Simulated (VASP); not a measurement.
## VASP 6.6.1 run: Si

INCAR

```
ISIF = 2
LWAVE = .FALSE.
NELECT = 7
LCHARG = .FALSE.
ISMEAR = -4
SIGMA = 0.005
ENCUT = 520
PREC = Accurate
IBRION = -1
LREAL = .FALSE.
ALGO = Normal
NELM = 74
LASPH = .TRUE.
NSW = 0
METAGGA = R2SCAN
EDIFF = 1E-7
NBANDS = 11
```

KPOINTS

```
KPOINTS created by Atomic Simulation Environment
0
Gamma
8 8 8
0 0 0
```

POSCAR

```
Si
 1.0000000000000000
     0.0000000000000000    2.8037824625000001    2.8037824625000001
     2.8037824625000001    0.0000000000000000    2.8037824625000001
     2.8037824625000001    2.8037824625000001    0.0000000000000000
 Si
   2
Cartesian
  0.0000000000000000  0.0000000000000000  0.0000000000000000
  1.4018912312500000  1.4018912312500000  1.4018912312500000
```

The recommended PBE PAW datasets give the neutral cell 8 valence electrons.

Command

```
mpirun -np 1 vasp_std
```

OSZICAR

```
N       E                     dE             d eps       ncg     rms          rms(c)
DAV:   1    -0.827008883096E+01   -0.82701E+01   -0.25373E+03   638   0.456E+02
DAV:   2    -0.213770620581E+02   -0.13107E+02   -0.12789E+02   854   0.724E+01
DAV:   3    -0.217449478513E+02   -0.36789E+00   -0.36490E+00   822   0.999E+00
DAV:   4    -0.217478745410E+02   -0.29267E-02   -0.29261E-02   754   0.109E+00
DAV:   5    -0.217479069591E+02   -0.32418E-04   -0.32418E-04   808   0.111E-01    0.484E+00
DAV:   6    -0.210459199521E+02    0.70199E+00   -0.36324E-01   733   0.249E+00    0.288E+00
DAV:   7    -0.210918429995E+02   -0.45923E-01   -0.29705E-02   713   0.101E+00    0.672E-01
DAV:   8    -0.210938829554E+02   -0.20400E-02   -0.23688E-03   803   0.279E-01    0.106E-01
DAV:   9    -0.210939341342E+02   -0.51179E-04   -0.60580E-05   745   0.542E-02    0.132E-02
DAV:  10    -0.210939357986E+02   -0.16644E-05   -0.26234E-06   783   0.105E-02    0.639E-03
DAV:  11    -0.210939355733E+02    0.22522E-06   -0.28995E-07   871   0.285E-03    0.248E-03
DAV:  12    -0.210939356552E+02   -0.81817E-07   -0.14156E-08   427   0.739E-04
   1 F= -.21093936E+02 E0= -.21093936E+02  d E =0.000000E+00
```

Standard output (part)

```
POSCAR found type information on POSCAR Si
 POSCAR found :  1 types and       2 ions
 LDA part: xc-table for (None), standard interpolation
 POSCAR, INCAR and KPOINTS ok, starting setup
 WAVECAR not read
 entering main loop
 the old and the new charge density differ
    0.484E+00
|     Tetrahedron method does not include variations of the Fermi             |
|     occupations, so forces and stress will be inaccurate. We suggest        |
|     using a different smearing scheme ISMEAR = 1 or 2 for metals in         |
|     relaxations.                                                            |
```

From OUTCAR

```
k-points           NKPTS =     29   k-points in BZ     NKDIM =     29   number of bands    NBANDS=     11

   NELECT =       7.0000    total number of electrons

   dimension x,y,z NGX =    30 NGY =   30 NGZ =   30
   dimension x,y,z NGXF=    60 NGYF=   60 NGZF=   60

  energy-cutoff  :      520.00
  volume of cell :       44.08
      direct lattice vectors                 reciprocal lattice vectors
     0.000000000  2.803782463  2.803782463    -0.178330526  0.178330526  0.178330526
     2.803782463  0.000000000  2.803782463     0.178330526 -0.178330526  0.178330526
     2.803782463  2.803782463  0.000000000     0.178330526  0.178330526 -0.178330526

 k-points in reciprocal lattice and weights: KPOINTS created by Atomic Simulation Env
   0.00000000  0.00000000  0.00000000       0.002
   0.12500000  0.00000000  0.00000000       0.016
   0.25000000  0.00000000  0.00000000       0.016
   0.37500000  0.00000000  0.00000000       0.016
   0.50000000  0.00000000  0.00000000       0.008
   0.12500000  0.12500000  0.00000000       0.012
   0.25000000  0.12500000  0.00000000       0.047
   0.37500000  0.12500000  0.00000000       0.047
   ...

 E-fermi :   3.2002

 k-point     1 :       0.0000    0.0000    0.0000
  band No.  band energies     occupation
      1      -7.0018      2.00000
      2       4.7097      0.00246
      3       4.7097      0.00000
      4       4.7097      0.00000
      5       7.5208      0.00000
      6       7.7052      0.00000
      7       7.7052      0.00000
      8       7.7052      0.00000
      9      13.1295      0.00000
     10      13.1295      0.00000
     11      13.7450      0.00000

 k-point     2 :       0.1250    0.0000    0.0000
  band No.  band energies     occupation
      1      -6.8079      2.00000
      2       3.1535      1.51854
      3       4.4577      0.00000
      4       4.4577      0.00000
      5       7.4007      0.00000
      6       8.0915      0.00000
      7       8.0915      0.00000
      8       9.1759      0.00000
      9      12.7483      0.00000
     10      12.7483      0.00000
     11      14.4385      0.00000

 k-point     3 :       0.2500    0.0000    0.0000
  band No.  band energies     occupation
      1      -6.2460      2.00000
      2       0.9189      2.00000
      3       4.0173      0.16109
      4       4.0173      0.00000
      5       6.9468      0.00000
      6       8.6556      0.00000
      7       8.6556      0.00000
      8      11.5355      0.00000
      9      12.7103      0.00000
     10      12.7103      0.00000
     11      14.8181      0.00000

 k-point     4 :       0.3750    0.0000    0.0000
  band No.  band energies     occupation
      1      -5.4219      2.00000
      2      -0.9900      2.00000
      3       3.6959      0.95168
      4       3.6959      0.00000
      5       6.5947      0.00000
      6       8.7502      0.00000
      7       8.7502      0.00000
      8      13.4206      0.00000
      9      13.9609      0.00000
     10      13.9609      0.00000
     11      14.7913      0.00000

 k-point     5 :       0.5000    0.0000    0.0000
  band No.  band energies     occupation
      1      -4.8678      2.00000
      2      -1.9146      2.00000
      3       3.5833      1.32182
      4       3.5833      0.00000
      5       6.4685      0.00000
      6       8.6966      0.00000
      7       8.6966      0.00000
      8      13.5944      0.00000
      9      15.9056      0.00000
     10      15.9056      0.00000
     11      16.3223      0.00000

 ...

  Total      -10.4394567    -10.4394567    -10.4394567      0.0000000      0.0000000      0.0000000
  in kB     -379.4246456   -379.4246456   -379.4246456      0.0000000      0.0000000      0.0000000
  external PRESSURE =    -379.4246456 kB  Pullay stress =       0.0000000 kB

 POSITION                                       TOTAL-FORCE (eV/Angst)
 -----------------------------------------------------------------------------------
      0.00000      0.00000      0.00000         0.000000      0.000000      0.000000
      1.40189      1.40189      1.40189        -0.000000     -0.000000     -0.000000
 -----------------------------------------------------------------------------------
    total drift:                               -0.000000     -0.000000     -0.000000

  FREE ENERGIE OF THE ION-ELECTRON SYSTEM (eV)
  ---------------------------------------------------
  free  energy   TOTEN  =       -21.0939356552 eV

  energy  without entropy=      -21.0939356552  energy(sigma->0) =      -21.09393566
```

It converged. Results: pressure -37.9 GPa.

The cell is charged and sits in a uniform background.

For comparison, a separate r²SCAN run of the intended cell, on usual settings and not on those above, gives a gap of 0.95 eV on its mesh and a pressure of -7.3 GPa.

The run above took about 51 s on one core of a shared host (Intel Xeon Platinum 8488C) and held 0.16 GiB at most.
